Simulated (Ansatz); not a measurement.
# InAs: enthalpy against pressure

InAs, F-43m, a = 6.188 Å. Ansatz: PBE, PAW, 420 eV, Γ-centred 12×12×12 mesh on 2 atoms, Gaussian smearing 0.10 eV; no spin polarisation. Cell and atoms are relaxed at each pressure, and no other structure is tried; the real crystal is known to change phase within this range, so the rows at high pressure are metastable. y is the enthalpy over the state at zero pressure; there V0 = 29.624 Å³/atom. The pressures are the targets, met within 0.05 GPa.

| P (GPa) | y (eV/atom) |
| --- | --- |
| -3.0 | -0.5739 |
| 0.0 | 0.0000 |
| 3.0 | 0.5388 |
| 8.0 | 1.3827 |
| 15.0 | ? |
| 30.0 | 4.6369 |
| 60.0 | 8.4377 |

**Question.** Fit y = c1 P + c2 P² + c3 P³ to the other rows, say what c1 and c2 mean, and predict the missing value.

**Answer.** Least squares on the rows shown. y = 0.18306 P − 0.0011960 P² + 8.1467×10⁻⁶ P³. Since dH/dP = V, c1 is V0: 0.18306 eV/GPa × 160.2 = 29.326 Å³ against 29.624; c2 = −V0/(2B0) gives B0 = 77 GPa, where a Birch–Murnaghan fit to the volumes of the same runs (not shown) gives 48 GPa: a cubic over this range folds the higher terms into c2. Above P = −c2/(3 c3) = 49 GPa the cubic's slope, the volume, would rise with pressure, so the form fails there. At P = 15.0 the fit asked for gives 2.5043 eV/atom. The run gave 2.4839 eV/atom, so the fit is 0.0204 eV/atom too high, 0.23 % of the span of the series, against an rms of 0.0075 eV/atom on the fitted rows. With a term in P⁴ added, a fit to the same known rows predicts 2.4730 eV/atom, a smaller miss on the other side.

The mesh isn't the same in all rows (12×12×12, 14×14×14).